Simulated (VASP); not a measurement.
The system is TiO2.

```xyz
6
Lattice="4.5927 0.0000 0.0000 0.0000 4.5927 0.0000 0.0000 0.0000 2.9417" Properties=species:S:1:pos:R:3 pbc="T T T"
Ti    0.0000    4.5927    2.9417
Ti    2.2964    2.2964    1.4709
O     1.3977    1.3977    0.0000
O     0.8987    3.6940    1.4709
O     3.1950    3.1950    2.9417
O     3.6940    0.8987    1.4709
```

Base run:

```yaml
Program: VASP 6.6.1
Functional: PBEsol
Potentials_or_basis: VASP PAW PBE potentials, release 64 (Ti_sv, O)
Cutoff: 520 eV
k_mesh: 4 × 4 × 6
Occupations: gaussian, width 0.03 eV
Spin: no spin polarisation
```

Its results: band gap on the k mesh 1.83 eV, direct; pressure 0.3 GPa.

Task: The run is repeated on the same cell with these changes: functional from PBEsol to HSE06. What comes out?

Result: Band gap on the k mesh 3.39 eV, direct; pressure -0.7 GPa.

HSE06 gives the wider gap, since exact exchange removes part of the self-interaction.

Caveats: the PAW data sets were made with another functional, which shifts forces and pressure a little.
